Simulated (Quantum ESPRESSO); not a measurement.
# PbSe (Clausthalite) (Fm-3m) in Quantum ESPRESSO: a series of runs

The runs below take PbSe (Clausthalite) through single point, equation of state, with r2SCAN.

All numbers are computed with Quantum ESPRESSO 7.5; they aren't measurements. Logs are shortened: lines on timing, memory, paths and dates and some standing lists are left out, and cuts for length are marked.

## 1. The structure

The structure is cubic, space group Fm-3m (No. 225). The conventional cell has a = 6.121 Å, b = 6.121 Å, c = 6.121 Å, α = 90.00°, β = 90.00°, γ = 90.00°. Around Pb (site symmetry m-3m) lie 6 Se at 3.06 Å. Se (site symmetry m-3m) has 6 Pb at 3.06 Å as nearest neighbours.

## 2. Single point, r2SCAN, 26.95 Å³/atom

Contents of pw.in:

```
&CONTROL
  calculation = 'scf'
  prefix = 'pwscf'
  outdir = './tmp'
  pseudo_dir = './pseudo'
  tstress = .true.
  disk_io = 'nowf'
/
&SYSTEM
  ibrav = 0
  nat = 2
  ntyp = 2
  ecutwfc = 70
  nbnd = 16
  input_dft = 'r2scan'
  occupations = 'smearing'
  smearing = 'fd'
  degauss = 0.00367493
  nosym = .true.
  nr1 = 48
  nr2 = 48
  nr3 = 48
/
&ELECTRONS
  conv_thr = 1d-08
  electron_maxstep = 120
  mixing_beta = 0.5
/
ATOMIC_SPECIES
Pb   207.2000 Pb_ONCV_PBE-1.2.upf
Se    78.9710 Se_ONCV_PBE-1.2.upf
CELL_PARAMETERS angstrom
   0.0000000000    2.9981702236    2.9981702236
   2.9981702236    0.0000000000    2.9981702236
   2.9981702236    2.9981702236    0.0000000000
ATOMIC_POSITIONS crystal
Pb     0.0000000000    0.0000000000    0.0000000000
Se     0.5000000000    0.5000000000    0.5000000000
K_POINTS automatic
6 6 6 0 0 0
```

Potentials or basis: SG15 PBE 1.2.

Command:

```console
> OMP_NUM_THREADS=1 mpirun -n 4 pw.x -nk 4 -in pw.in > pw.out
```

pw.out:

```text
This program is part of the open-source Quantum ESPRESSO suite
     for quantum simulation of materials; please cite
         "P. Giannozzi et al., J. Phys.:Condens. Matter 21 395502 (2009);
         "P. Giannozzi et al., J. Phys.:Condens. Matter 29 465901 (2017);
         "P. Giannozzi et al., J. Chem. Phys. 152 154105 (2020);
     in publications or presentations arising from this work. More details at

     IMPORTANT: XC functional enforced from input :
     Exchange-correlation= R2SCAN
                           (   0   0   0   0   0 497 498)
     Any further DFT definition will be discarded
     Please, verify this is what you really want

     K-points division:     npool     =       4
     Subspace diagonalization in iterative solution of the eigenvalue problem:
     a serial algorithm will be used

     G-vector sticks info
     --------------------
     sticks:   dense  smooth     PW     G-vecs:    dense   smooth      PW
     Sum        1237    1237    367                28763    28763    4693

     Using Slab Decomposition

     bravais-lattice index     =            0
     lattice parameter (alat)  =       8.0125  a.u.
     unit-cell volume          =     363.7437 (a.u.)^3
     number of atoms/cell      =            2
     number of atomic types    =            2
     number of electrons       =        20.00
     number of Kohn-Sham states=           16
     kinetic-energy cutoff     =      70.0000  Ry
     charge density cutoff     =     280.0000  Ry
     scf convergence threshold =      1.0E-08
     mixing beta               =       0.5000
     number of iterations used =            8  plain     mixing
     Exchange-correlation= R2SCAN
                           (   0   0   0   0   0 497 498)

     celldm(1)=   8.012539  celldm(2)=   0.000000  celldm(3)=   0.000000
     celldm(4)=   0.000000  celldm(5)=   0.000000  celldm(6)=   0.000000

     crystal axes: (cart. coord. in units of alat)
               a(1) = (   0.000000   0.707107   0.707107 )
               a(2) = (   0.707107   0.000000   0.707107 )
               a(3) = (   0.707107   0.707107   0.000000 )

     reciprocal axes: (cart. coord. in units 2 pi/alat)
               b(1) = ( -0.707107  0.707107  0.707107 )
               b(2) = (  0.707107 -0.707107  0.707107 )
               b(3) = (  0.707107  0.707107 -0.707107 )

     PseudoPot. # 1 for Pb read from file:
     Pb_ONCV_PBE-1.2.upf
     Pseudo is Norm-conserving, Zval = 14.0
     Generated using ONCVPSP code by D. R. Hamann
     Using radial grid of  602 points,  8 beta functions with:
                l(1) =   0
                l(2) =   0
                l(3) =   1
                l(4) =   1
                l(5) =   2
                l(6) =   2
                l(7) =   3
                l(8) =   3

     PseudoPot. # 2 for Se read from file:
     Se_ONCV_PBE-1.2.upf
     Pseudo is Norm-conserving, Zval =  6.0
     Generated using ONCVPSP code by D. R. Hamann
     Using radial grid of  602 points,  6 beta functions with:
                l(1) =   0
                l(2) =   0
                l(3) =   1
                l(4) =   1
                l(5) =   2
                l(6) =   2

     atomic species   valence    mass     pseudopotential
     Pb               14.00   207.20000     Pb( 1.00)
     Se                6.00    78.97100     Se( 1.00)

     No symmetry found

   Cartesian axes

     site n.     atom                  positions (alat units)
         1        Pb     tau(   1) = (   0.0000000   0.0000000   0.0000000  )
         2        Se     tau(   2) = (   0.7071068   0.7071068   0.7071068  )

     number of k points=   112  Fermi-Dirac smearing, width (Ry)=  0.0037

     Number of k-points >= 100: set verbosity='high' to print them.

     Dense  grid:    28763 G-vectors     FFT dimensions: (  48,  48,  48)

     WARNING: libxc functional with ID  497 depends
      on external parameters: check the user_guide of
      QE if you need to modify them or to check their
      default values.

     WARNING: libxc functional with ID  498 depends
      on external parameters: check the user_guide of
      QE if you need to modify them or to check their
      default values.

     Initial potential from superposition of free atoms

     starting charge      19.8800, renormalised to      20.0000
     Starting wfcs are random

     Self-consistent Calculation

     iteration #  1     ecut=    70.00 Ry     beta= 0.50
     Davidson diagonalization with overlap
     ethr =  1.00E-02,  avg # of iterations =  8.3

     total energy              =    -131.14189720 Ry
     estimated scf accuracy    <       9.35208807 Ry

     iteration #  2     ecut=    70.00 Ry     beta= 0.50
     Davidson diagonalization with overlap
     ethr =  1.00E-02,  avg # of iterations =  1.0

     total energy              =    -131.24775263 Ry
     estimated scf accuracy    <       2.92955181 Ry

     iteration #  3     ecut=    70.00 Ry     beta= 0.50
     Davidson diagonalization with overlap
     ethr =  1.00E-02,  avg # of iterations =  1.0

     total energy              =    -131.25224319 Ry
     estimated scf accuracy    <       0.04005077 Ry

     iteration #  4     ecut=    70.00 Ry     beta= 0.50
     Davidson diagonalization with overlap
     ethr =  2.00E-04,  avg # of iterations =  3.5

     total energy              =    -131.25422315 Ry
     estimated scf accuracy    <       0.00078944 Ry

     iteration #  5     ecut=    70.00 Ry     beta= 0.50
     Davidson diagonalization with overlap
     ethr =  3.95E-06,  avg # of iterations =  5.9

     total energy              =    -131.25428357 Ry
     estimated scf accuracy    <       0.00003868 Ry

     iteration #  6     ecut=    70.00 Ry     beta= 0.50
     Davidson diagonalization with overlap
     ethr =  1.93E-07,  avg # of iterations =  1.8

     total energy              =    -131.25428810 Ry
     estimated scf accuracy    <       0.00000157 Ry

     iteration #  7     ecut=    70.00 Ry     beta= 0.50
     Davidson diagonalization with overlap
     ethr =  7.87E-09,  avg # of iterations =  2.0

     total energy              =    -131.25428853 Ry
     estimated scf accuracy    <       0.00000005 Ry

     iteration #  8     ecut=    70.00 Ry     beta= 0.50
     Davidson diagonalization with overlap
     ethr =  2.65E-10,  avg # of iterations =  2.1

     total energy              =    -131.25428856 Ry
     estimated scf accuracy    <       0.00000003 Ry

     iteration #  9     ecut=    70.00 Ry     beta= 0.50
     Davidson diagonalization with overlap
     ethr =  1.27E-10,  avg # of iterations =  1.8

     End of self-consistent calculation

     Number of k-points >= 100: set verbosity='high' to print the bands.

     the Fermi energy is     9.6681 ev

!    total energy              =    -131.25428856 Ry
     estimated scf accuracy    <          3.6E-10 Ry
     smearing contrib. (-TS)   =      -0.00001598 Ry
     internal energy E=F+TS    =    -131.25427258 Ry

     The total energy is F=E-TS. E is the sum of the following terms:
     one-electron contribution =     -28.51707829 Ry
     hartree contribution      =      24.91063014 Ry
     xc contribution           =     -17.62094398 Ry
     ewald contribution        =    -110.02688046 Ry

     convergence has been achieved in   9 iterations

     Computing stress (Cartesian axis) and pressure

          total   stress  (Ry/bohr**3)                   (kbar)     P=       44.55
   0.00030284   0.00000000   0.00000000           44.55        0.00        0.00
   0.00000000   0.00030284  -0.00000000            0.00       44.55       -0.00
   0.00000000  -0.00000000   0.00030284            0.00       -0.00       44.55

=------------------------------------------------------------------------------=
   JOB DONE.
=------------------------------------------------------------------------------=
```

Wall time 55 s (4 MPI ranks of Intel Xeon 6975P-C (Granite Rapids), shared host); peak memory 0.48 GiB.

Results:

```
Free energy            : -1785.8056 eV
Pressure               : 4.5 GPa
Band gap on the k mesh : 0.45 eV, direct
```

Caveat: the potentials were made for another functional, which shifts forces and pressure; spin-orbit coupling is left out, which as a rule narrows the gap of such compounds by several tenths of an eV.

## 3. Single point, r2SCAN, 27.52 Å³/atom

Changes to pw.in since step 2:

```diff
@@ -32,5 +32,5 @@
 CELL_PARAMETERS angstrom
-   0.0000000000    2.9981702236    2.9981702236
-   2.9981702236    0.0000000000    2.9981702236
-   2.9981702236    2.9981702236    0.0000000000
+   0.0000000000    3.0192847941    3.0192847941
+   3.0192847941    0.0000000000    3.0192847941
+   3.0192847941    3.0192847941    0.0000000000
 ATOMIC_POSITIONS crystal
```

Potentials or basis: SG15 PBE 1.2.

Command:

```console
> OMP_NUM_THREADS=1 mpirun -n 4 pw.x -nk 4 -in pw.in > pw.out
```

Run time: 55 s. Hardware: 4 MPI ranks of Intel Xeon 6975P-C (Granite Rapids), shared host; peak memory 0.48 GiB.

The run converged. Its results:

| Item | Value |
| --- | --- |
| Free energy | -1785.8323 eV |
| Pressure | 3.0 GPa |
| Band gap on the k mesh | 0.53 eV, direct |

Caveat: the potentials were made for another functional, which shifts forces and pressure; spin-orbit coupling is left out, which as a rule narrows the gap of such compounds by several tenths of an eV.

## 4. Single point, r2SCAN, 28.10 Å³/atom

Changes to pw.in since step 3:

```diff
@@ -32,5 +32,5 @@
 CELL_PARAMETERS angstrom
-   0.0000000000    3.0192847941    3.0192847941
-   3.0192847941    0.0000000000    3.0192847941
-   3.0192847941    3.0192847941    0.0000000000
+   0.0000000000    3.0401081059    3.0401081059
+   3.0401081059    0.0000000000    3.0401081059
+   3.0401081059    3.0401081059    0.0000000000
 ATOMIC_POSITIONS crystal
```

Command:

```console
> OMP_NUM_THREADS=1 mpirun -n 4 pw.x -nk 4 -in pw.in > pw.out
```

It took 57 s on 4 MPI ranks of Intel Xeon 6975P-C (Granite Rapids), shared host; peak memory 0.48 GiB.

The run converged. Its results:

```yaml
Free_energy: -1785.8491 eV
Pressure: 1.7 GPa
Band_gap_on_the_k_mesh: 0.60 eV, direct
```

Caveat: the potentials were made for another functional, which shifts forces and pressure; spin-orbit coupling is left out, which as a rule narrows the gap of such compounds by several tenths of an eV.

## 5. Single point, r2SCAN, 28.67 Å³/atom

Changes to pw.in since step 4:

```diff
@@ -32,5 +32,5 @@
 CELL_PARAMETERS angstrom
-   0.0000000000    3.0401081059    3.0401081059
-   3.0401081059    0.0000000000    3.0401081059
-   3.0401081059    3.0401081059    0.0000000000
+   0.0000000000    3.0606500000    3.0606500000
+   3.0606500000    0.0000000000    3.0606500000
+   3.0606500000    3.0606500000    0.0000000000
 ATOMIC_POSITIONS crystal
```

Command:

```console
> OMP_NUM_THREADS=1 mpirun -n 4 pw.x -nk 4 -in pw.in > pw.out
```

Wall time 57 s (4 MPI ranks of Intel Xeon 6975P-C (Granite Rapids), shared host); peak memory 0.48 GiB.

The run converged. Its results:

```
Free energy            : -1785.8571 eV
Pressure               : 0.5 GPa
Band gap on the k mesh : 0.67 eV, direct
```

Caveat: the potentials were made for another functional, which shifts forces and pressure; spin-orbit coupling is left out, which as a rule narrows the gap of such compounds by several tenths of an eV.

## 6. Single point, r2SCAN, 29.24 Å³/atom

Changes to pw.in since step 5:

```diff
@@ -32,5 +32,5 @@
 CELL_PARAMETERS angstrom
-   0.0000000000    3.0606500000    3.0606500000
-   3.0606500000    0.0000000000    3.0606500000
-   3.0606500000    3.0606500000    0.0000000000
+   0.0000000000    3.0809197960    3.0809197960
+   3.0809197960    0.0000000000    3.0809197960
+   3.0809197960    3.0809197960    0.0000000000
 ATOMIC_POSITIONS crystal
```

Potentials or basis: SG15 PBE 1.2.

Command:

```console
> OMP_NUM_THREADS=1 mpirun -n 4 pw.x -nk 4 -in pw.in > pw.out
```

Run time: 55 s. Hardware: 4 MPI ranks of Intel Xeon 6975P-C (Granite Rapids), shared host; peak memory 0.52 GiB.

Results (log left out):

* Free energy: -1785.8571 eV
* Pressure: -0.5 GPa
* Band gap on the k mesh: 0.73 eV, direct

Caveat: the potentials were made for another functional, which shifts forces and pressure; spin-orbit coupling is left out, which as a rule narrows the gap of such compounds by several tenths of an eV.

## 7. Single point, r2SCAN, 29.82 Å³/atom

Changes to pw.in since step 6:

```diff
@@ -32,5 +32,5 @@
 CELL_PARAMETERS angstrom
-   0.0000000000    3.0809197960    3.0809197960
-   3.0809197960    0.0000000000    3.0809197960
-   3.0809197960    3.0809197960    0.0000000000
+   0.0000000000    3.1009263293    3.1009263293
+   3.1009263293    0.0000000000    3.1009263293
+   3.1009263293    3.1009263293    0.0000000000
 ATOMIC_POSITIONS crystal
```

Command:

```console
> OMP_NUM_THREADS=1 mpirun -n 4 pw.x -nk 4 -in pw.in > pw.out
```

Run time: 59 s. Hardware: 4 MPI ranks of Intel Xeon 6975P-C (Granite Rapids), shared host; peak memory 0.52 GiB.

It converged, with:

| Property | Result |
| --- | --- |
| Free energy | -1785.8500 eV |
| Pressure | -1.5 GPa |
| Band gap on the k mesh | 0.78 eV, direct |

Caveat: the potentials were made for another functional, which shifts forces and pressure; spin-orbit coupling is left out, which as a rule narrows the gap of such compounds by several tenths of an eV.

## 8. Single point, r2SCAN, 30.39 Å³/atom

Changes to pw.in since step 7:

```diff
@@ -32,5 +32,5 @@
 CELL_PARAMETERS angstrom
-   0.0000000000    3.1009263293    3.1009263293
-   3.1009263293    0.0000000000    3.1009263293
-   3.1009263293    3.1009263293    0.0000000000
+   0.0000000000    3.1206779849    3.1206779849
+   3.1206779849    0.0000000000    3.1206779849
+   3.1206779849    3.1206779849    0.0000000000
 ATOMIC_POSITIONS crystal
```

Command:

```console
> OMP_NUM_THREADS=1 mpirun -n 4 pw.x -nk 4 -in pw.in > pw.out
```

It took 57 s on 4 MPI ranks of Intel Xeon 6975P-C (Granite Rapids), shared host; peak memory 0.52 GiB.

It converged, with:

```
Free energy            : -1785.8365 eV
Pressure               : -2.3 GPa
Band gap on the k mesh : 0.83 eV, direct
```

Caveat: the potentials were made for another functional, which shifts forces and pressure; spin-orbit coupling is left out, which as a rule narrows the gap of such compounds by several tenths of an eV.

## 9. Equation of state, r2SCAN

Potentials or basis: SG15 PBE 1.2.

No new run: the results of the series are fitted here.

Results:

```
Equilibrium volume                      : 28.96 Å³/atom
Bulk modulus                            : 53 GPa
Pressure derivative of the bulk modulus : 4.6
```

Energy against volume, from the lowest point:
```
volume (Å³/atom)  energy (meV/atom)
          26.951              25.75
          27.524              12.39
          28.097               3.98
          28.671               0.00
          29.244               0.00
          29.818               3.55
          30.391              10.28
```

Caveat: the potentials were made for another functional, which shifts forces and pressure. Zero-point motion and thermal expansion aren't in these numbers.
